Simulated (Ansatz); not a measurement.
# AgCl (Chlorargyrite) (Fm-3m) in Ansatz: notebook

The runs below take AgCl (Chlorargyrite) through single point, with PBEsol, HSE06, PBE0.

All numbers are computed with Ansatz 0.2.0; they aren't measurements. Logs are shortened: lines on timing, memory, paths and dates and some standing lists are left out, and cuts for length are marked.

**Experimental background.**

A printed reference work, data compilation reports, for a bulk crystal of AgCl: band gap 3.249 eV (indirect).

The runs below are set against these values where they give the same quantity.

## Step 1: The crystal as given

It takes space group Fm-3m (No. 225, cubic). The conventional cell has a = 5.470 Å, b = 5.470 Å, c = 5.470 Å, α = 90.00°, β = 90.00°, γ = 90.00°. Around Ag (site symmetry m-3m) lie 6 Cl at 2.73 Å. Cl (site symmetry m-3m) has 6 Ag at 2.73 Å as nearest neighbours.

## Step 2: Single point, PBEsol

The input, input.yaml:

```yaml
crystal:
  lattice:
    - [0.0, 2.735, 2.735]
    - [2.735, 0.0, 2.735]
    - [2.735, 2.735, 0.0]
  atoms:
    - { symbol: Ag, position: [0.0, 0.0, 0.0] }
    - { symbol: Cl, position: [0.5, 0.5, 0.5] }
kpoints:
  mp_grid: { grid: [6, 6, 6] }
scf:
  occupations: { method: fermi_dirac, width: 0.05 }
hamiltonian:
  xc: pbesol
  pseudopotentials: { kind: all_electron, datasets: crystal }
output:
  forces: true
  stress: true
  eigenvalues: true
```

Potentials or basis: all-electron PAW datasets made for the crystal.

On the command line:

```sh
$ ansatz run input.yaml --threads 2 --pin off --max-ram 8192MiB --backend cpu --events-out ev --progress --plain --runs-dir out
```

Standard output:

```text
Warning: RAYON_NUM_THREADS=2 ignored (pool sized by the plan → 2); use --threads N
hamiltonian.pseudopotentials.datasets: crystal makes datasets for this crystal and solves the spheres of its atoms anew in each pass: cutoff 260.0 eV, the density's 1040.0 eV; for an error of 0.50 meV an atom under PBE, 1.0 meV for the cell; an energy difference from a run of another recipe may be off by several times the error for the cell, under r2SCAN by more, where some 0.1 meV an atom stays at smaller errors; Cl in spheres of 1.355 Å, 7 of its electrons in bands; Ag in spheres of 1.376 Å, 11 of its electrons in bands, 8 on its site; only band paths and densities of states list, in semicore columns, the levels of the semicore shells that are solved separately: 4s of Ag, 4p of Ag
Engine: ansatz 0.2.0, aarch64-unknown-linux-gnu
Pseudopotentials: kind: all_electron
Pseudopotential: Ag, paw, valence charge 19, recommended cutoff 260 eV (normal), crystal/all_electron/pbesol/scalar/gaussian/Ag, Koelling and Harmon's equation, gaussian nucleus
Pseudopotential: Cl, paw, valence charge 7, recommended cutoff 260 eV (normal), crystal/all_electron/pbesol/scalar/gaussian/Cl, Koelling and Harmon's equation, gaussian nucleus
Functional definition: PBEsol
  exchange = pbesol_x
  correlation = pbesol_c
Crystal: 2 atoms, lattice volume = 40.917 Å³
Basis set: ecut = 260 eV, 387 PW (Γ), exchange–correlation on 48×48×48 points (8 copies of the dense FFT grid, shifted against one another)
Bands: 13, of which v1, the nominal top of the filled ones, is band 9 counted from 1 (8 counted from 0)
Symmetry: 48 space group operations
Space group: Fm-3m (ITA 225), of the structure as read, at distance tolerance 3.4e-5 Å
k-points: 16 of 216
Non-local potential: Ag, projectors of the file, l = 0: 1, l = 1: 1, l = 2: 2
Non-local potential: Cl, projectors of the file, l = 0: 1, l = 1: 1
PAW form: soft (Blöchl's): semilocal exchange-correlation on the pseudo side does not see the compensation charge
PAW one-centre angular grid: Ag, 590 points (default); XC on its mesh's 1875 points in the sphere
PAW one-centre angular grid: Cl, 110 points (default); XC on its mesh's 1975 points in the sphere
Initial density: superposition of atomic densities (neutral atoms: chi_scale 0, normalization atom)
Initial wavefunctions: pseudopotential atomic-orbital guess
Functional: x = pbesol(κ = 0.804, μ = 0.12345679012345678), c = pbesol(β = 0.046)
iter 1 solved again at ethr=2.09e-3 eV; its pass at ethr=1.00e-1 eV (dr2=3.77e-1 eV) is discarded
SCF iter   1: F=—  HF=-157128.265524 eV  |F-HF|=—  |Δ(HF+E_count)|=         —  Δρ=2.35e-2  dr2=4.92e-1  ethr=2.09e-3  ⟨swp⟩=3.2  Hψ=1149  notcnv=0
preconditioner: auto → none  [insulator: Δε(μ)=0.525 eV  Ē_g=10.892 eV  σ=0.050 eV  W_gap=0.98  n_scr=14 (ndim 8)  ℏωp=24.6 eV  f_vac=0.000  D(μ)=0.01/eV (n_scr^D=0)  ε∞_Penn≈6.1]
SCF iter   2: F=—  HF=-157128.138640 eV  |F-HF|=—  |Δ(HF+E_count)|=   1.27e-1  Δρ=1.51e-2  dr2=7.71e-2  ethr=2.09e-3  ⟨swp⟩=3.0  Hψ=579  notcnv=0
iter 3 solved again at ethr=3.07e-5 eV; its pass at ethr=4.28e-4 eV (dr2=5.53e-3 eV) is discarded
SCF iter   3: F=—  HF=-157128.113975 eV  |F-HF|=—  |Δ(HF+E_count)|=   2.47e-2  Δρ=3.81e-3  dr2=5.55e-3  ethr=3.07e-5  ⟨swp⟩=2.0  Hψ=926  notcnv=0
SCF iter   4: F=—  HF=-157128.113775 eV  |F-HF|=—  |Δ(HF+E_count)|=   2.00e-4  Δρ=1.68e-3  dr2=9.64e-4  ethr=3.07e-5  ⟨swp⟩=3.0  Hψ=417  notcnv=0
SCF iter   5: F=—  HF=-157128.114432 eV  |F-HF|=—  |Δ(HF+E_count)|=   6.57e-4  Δρ=3.47e-4  dr2=3.81e-5  ethr=5.36e-6  ⟨swp⟩=2.1  Hψ=437  notcnv=0
SCF iter   6: F=—  HF=-157128.114419 eV  |F-HF|=—  |Δ(HF+E_count)|=   1.25e-5  Δρ=1.33e-4  dr2=5.02e-6  ethr=2.11e-7  ⟨swp⟩=2.1  Hψ=355  notcnv=0
SCF iter   7: F=—  HF=-157128.114417 eV  |F-HF|=—  |Δ(HF+E_count)|=   2.60e-6  Δρ=2.02e-5  dr2=1.54e-7  ethr=2.79e-8  ⟨swp⟩=2.1  Hψ=354  notcnv=0
SCF iter   8: F=-157128.114417 eV  HF=-157128.114417 eV  |F-HF|=6.11e-10  |Δ(HF+E_count)|=   1.16e-8  Δρ=1.57e-6  dr2=1.29e-9  ethr=8.58e-10  ⟨swp⟩=3.0  Hψ=421  notcnv=0
SCF 1 converged in 8 iterations: F = -157128.114417 eV  dr2 = 1.29e-9
  Residual-converged pass: ⟨swp⟩=3.0  Hψ=430  notcnv=0  max |occ|·‖R‖ = 4.7e-6 eV (tolerance 5.3e-6 eV)  dr2=1.40e-9  dr2_onsite=1.35e-9  max |Δocc| = 1.9e-13
SCF converged after 8 iterations
Free energy (F): -157128.114417 eV
Harris-Foulkes:  -157128.114417 eV  (|F-HF|=6.11e-10)
Internal energy: -157128.114396 eV  (E = F + TS)
E sigma→0 (E₀):  -157128.114406 eV
Entropy (-TS):   -0.000021 eV (-0.011 meV/atom)
Past the cutoff: the bands carry plane waves up to 1.75 times it, of which those up to 1.5 times it add -0.000152 eV an atom, each by itself; the spheres take 0.000264 eV an atom off the energy for waves past 1.75 times it
By the cutoff:   a pressure is off by up to 0.007 GPa (1.2 times the spheres' own share and the shells' term, over an atom's volume, and 0.004 GPa: a bound that held against runs at twice the plane waves)
Past the cutoffs: a stress includes 0.0008 GPa for waves and charges beyond them, in addition to the slope of what the spheres take
In the spheres:  the bands' charges fall short by 2.6e-7 e at most (sound up to 1e-3), those of shells solved beside the bands by 3.1e-7 e (sound up to 5e-4)
Fermi energy:    10.096777 eV
--- Per-component energies (eV) ---
  E_band       = 99.856190
  E_kinetic    = 245.318264
  E_local      = -2625.213161  (includes V_loc(G=0)·N_el)
  E_nonlocal   = 277.938095
  E_hartree    = 1325.376987
  E_xc         = -114.629698
  E_vxc        = -143.652558  (∫ρ·V_xc dr)
  E_paw        = -159207.044940  (= ΣΔE_a)
  E_vpaw       = -6131.222427  (= ΣTr[D̂ρ^β])
  E_ewald      = -2855.792444
  E_smearing   = -0.000021  (= −TS)
  E_closure    = 5825.932501  (closes the sum)
  Σ components = -157128.114417   (vs F -157128.114417, Δ=0.00e0)
  The terms above E_closure are by the made datasets' own strengths, without shells solved beside the bands.
--- Forces (eV/Å), atoms counted from 1 ---
  atom   1  Ag    -0.00000000     0.00000000    -0.00000000
  atom   2  Cl     0.00000000    -0.00000000    -0.00000000
  max |Σ_I F_I| component: 7.11e-30 eV/Å
--- Stress (GPa, compression-positive) ---
       -0.654202       0.000000       0.000000
        0.000000      -0.654202       0.000000
       -0.000000       0.000000      -0.654202
  P = ⅓ Tr σ = -0.6542 GPa (-6.542 kbar)
  It holds what live shells' own plane waves past their cutoff add
--- Band table (eV; the first three rows and the last of 16) ---
  k-point 0: bands = ["-5.7595", "7.0103", "7.0103", "7.0103", "7.0511", "7.0511", "7.1638", "7.1638", "7.1638", "10.3927", "20.2134"]
  k-point 1: bands = ["-5.6402", "5.8783", "6.0997", "6.0997", "7.1128", "7.1128", "7.3770", "8.2513", "8.2513", "11.5949", "18.2995"]
  k-point 2: bands = ["-5.3840", "4.5337", "5.4275", "5.4275", "7.3194", "7.3194", "7.6172", "9.2421", "9.2421", "13.2040", "16.5902"]
  k-point 15: bands = ["-5.2027", "5.1202", "5.3447", "5.6343", "7.3061", "7.5603", "7.5625", "7.5835", "8.2215", "13.1120", "17.2315"]
```

Wall time 2 s (2 threads of Arm Neoverse V1, shared host); peak memory 0.44 GiB.

What came out:

* Free energy: -157128.1144 eV
* Pressure: -0.7 GPa
* Band gap on the k mesh: 0.73 eV, indirect (least direct gap 3.23 eV)

## Step 3: Single point, HSE06

input.yaml, as its differences from that of step 2:

```diff
@@ -13,3 +13,3 @@
 hamiltonian:
-  xc: pbesol
+  xc: hse06
   pseudopotentials: { kind: all_electron, datasets: crystal }
@@ -18,2 +18 @@
   stress: true
-  eigenvalues: true
```

Potentials or basis: all-electron PAW datasets made for the crystal.

On the command line:

```sh
$ ansatz run input.yaml --threads 2 --pin off --max-ram 8192MiB --backend cpu --events-out ev --progress --plain --runs-dir out
```

Wall time 1.8 min (2 threads of Arm Neoverse V1, shared host); peak memory 0.96 GiB.

The run converged. Its results:

```
Free energy            : -157215.9598 eV
Pressure               : 3.7 GPa
Band gap on the k mesh : 2.40 eV, indirect (least direct gap 4.82 eV)
```

Levels at points of the mesh, in eV from the valence-band top:
| k point | band 10 | band 11 | band 12 | band 13 | band 14 |
| --- | --- | --- | --- | --- | --- |
| (0.00, 0.00, 0.00) | -3.04 | -2.41 | -2.41 | -2.41 | 2.40 |
| (0.00, 0.00, -0.50) | -2.64 | -2.17 | 0.00 | 0.00 | 5.51 |
| (0.00, -0.50, -0.50) | -2.83 | -2.50 | -2.50 | -2.40 | 3.94 |

## Step 4: Single point, PBE0

input.yaml, as its differences from that of step 3:

```diff
@@ -13,3 +13,3 @@
 hamiltonian:
-  xc: hse06
+  xc: pbe0
   pseudopotentials: { kind: all_electron, datasets: crystal }
```

Potentials or basis: all-electron PAW datasets made for the crystal.

On the command line:

```sh
$ ansatz run input.yaml --threads 2 --pin off --max-ram 8192MiB --backend cpu --events-out ev --progress --plain --runs-dir out
```

Standard output:

```text
Warning: RAYON_NUM_THREADS=2 ignored (pool sized by the plan → 2); use --threads N
hamiltonian.pseudopotentials.datasets: crystal makes datasets for this crystal and solves the spheres of its atoms anew in each pass: cutoff 290.0 eV, the density's 1160.0 eV;, for an error of 0.50 meV an atom under PBE, 1.0 meV for the cell; an energy difference from a run of another recipe may be off by several times the error for the cell, under r2SCAN by more, where some 0.1 meV an atom stays at smaller errors; Cl in spheres of 1.355 Å, 7 of its electrons in bands; Ag in spheres of 1.376 Å, 19 of its electrons in bands
[... 2 set-up lines as earlier in the session ...]
Pseudopotential: Ag, paw, valence charge 19, recommended cutoff 290 eV (normal), crystal/all_electron/pbe/scalar/gaussian/Ag, Koelling and Harmon's equation, gaussian nucleus
Pseudopotential: Cl, paw, valence charge 7, recommended cutoff 290 eV (normal), crystal/all_electron/pbe/scalar/gaussian/Cl, Koelling and Harmon's equation, gaussian nucleus
Functional definition: PBE0
  parameter a = 0.25
  parameter kappa = 0.804
  parameter beta = 0.06672455060314922
  exchange = (1 - a)*pbe_x(kappa = kappa, mu = beta*pi^2/3) + a*exact_x
  correlation = pbe_c(beta = beta)
Crystal: 2 atoms, lattice volume = 40.917 Å³
Basis set: ecut = 290 eV, 459 PW (Γ), exchange–correlation on 48×48×48 points (8 copies of the dense FFT grid, shifted against one another)
Bands: 17, of which v1, the nominal top of the filled ones, is band 13 counted from 1 (12 counted from 0)
[... 2 set-up lines as earlier in the session ...]
k-points: 16 of 216
Non-local potential: Ag, projectors of the file, l = 0: 2, l = 1: 2, l = 2: 2
[... 3 set-up lines as earlier in the session ...]
[... 30 lines left out ...]
Past the cutoffs: a stress includes -0.0001 GPa for waves and charges beyond them, in addition to the slope of what the spheres take
In the spheres:  the bands' charges fall short by 1.7e-4 e at most (sound up to 1e-3)
Fermi energy:    9.971765 eV
--- Per-component energies (eV) ---
  E_band       = -388.987806
  E_kinetic    = 279.775928
  E_local      = -2653.069374  (includes V_loc(G=0)·N_el)
  E_nonlocal   = 27.085564
  E_hartree    = 1338.915064
  E_xc         = -87.593080
  E_vxc        = -113.711240  (∫ρ·V_xc dr)
  E_exx        = -106.567538  (= α·E_x^exact, valence–valence)
  E_paw        = -158673.374330  (= ΣΔE_a)
  E_vpaw       = -5908.814455  (= ΣTr[D̂ρ^β])
  E_ewald      = -2855.792444
  E_smearing   = -0.000000  (= −TS)
  E_closure    = 5515.049472  (closes the sum)
  Σ components = -157215.570738   (vs F -157215.570738, Δ=0.00e0)
  The terms above E_closure are by the made datasets' own strengths, without shells solved beside the bands.
--- Forces (eV/Å), atoms counted from 1 ---
  atom   1  Ag     0.00000000    -0.00000000     0.00000000
  atom   2  Cl     0.00000000     0.00000000     0.00000000
  max |Σ_I F_I| component: 3.47e-17 eV/Å
--- Stress (GPa, compression-positive) ---
        3.569597       0.000000       0.000000
       -0.000000       3.569597       0.000000
       -0.000000       0.000000       3.569597
  P = ⅓ Tr σ = 3.5696 GPa (35.696 kbar)
--- Band table (eV; the first three rows and the last of 16) ---
  k-point 0: bands = ["-85.6927", "-47.9176", "-47.9176", "-47.9176", "-8.2665", "5.2839", "5.2839", "5.2839", "5.2843", "5.2843", "5.9348", "5.9348", "5.9348", "11.4544"]
  k-point 1: bands = ["-85.6927", "-47.9186", "-47.9178", "-47.9178", "-8.1409", "4.4744", "4.4761", "4.4761", "5.3824", "5.3824", "5.8564", "6.8864", "6.8864", "12.6397"]
  k-point 2: bands = ["-85.6926", "-47.9207", "-47.9182", "-47.9182", "-7.8718", "3.1127", "3.7654", "3.7654", "5.5870", "5.5870", "6.0316", "7.9199", "7.9199", "14.2748"]
  k-point 15: bands = ["-85.6925", "-47.9206", "-47.9196", "-47.9192", "-7.6860", "3.7266", "3.8021", "4.1900", "5.7318", "5.8097", "5.8270", "5.9070", "6.7865", "14.3287"]
```

Run time: 1.7 min. Hardware: 2 threads of Arm Neoverse V1, shared host; peak memory 0.94 GiB.

Results:

```yaml
Free_energy: -157215.5707 eV
Pressure: 3.6 GPa
Band_gap_on_the_k_mesh: 3.10 eV, indirect (least direct gap 5.52 eV)
```

## Step 5: Summary

```csv
level,cutoff (eV),gap on the mesh (eV),pressure (GPa)
PBEsol,260,0.73,-0.7
HSE06,290,2.40,3.7
PBE0,290,3.10,3.6
```

Alike in all rows: task single point; potentials or basis all-electron PAW datasets made for the crystal; no spin polarisation; cell as given; k mesh 6 × 6 × 6; smearing fermi-dirac 0.05 eV.

On the cell as given the gap runs from 0.73 eV (PBEsol) to 3.10 eV (PBE0). The pressure there spans -0.7 GPa (PBEsol) to 3.7 GPa (HSE06); a positive pressure means that this level wants a larger cell, a negative one a smaller.

Compare energies only between runs with the same functional and basis.

## Step 6: How close it comes

Step 2. Against the measured gap of AgCl, 3.249 eV (indirect; a printed reference work, data compilation), the calculated 0.73 eV is off by -2.52 eV. So large a miss can be the level of theory's own, or it may mean another phase, state or a wrong row. Spin-orbit coupling on Ag is left out. The value is that of PBEsol on a finite k mesh, which can miss the band edges, without temperature or zero-point motion. Semilocal functionals fall short of measured gaps as a rule.

Step 3. Measured gap of AgCl: 3.249 eV (indirect; a printed reference work, data compilation). This calculation gives 2.40 eV (-0.85 eV). Spin-orbit coupling on Ag is left out. The value is that of HSE06 on a finite k mesh, which can miss the band edges, without temperature or zero-point motion.

Step 4. Measured gap of AgCl: 3.249 eV (indirect; a printed reference work, data compilation). This calculation gives 3.10 eV (-0.15 eV). Spin-orbit coupling on Ag is left out. The value is that of PBE0 on a finite k mesh, which can miss the band edges, without temperature or zero-point motion.
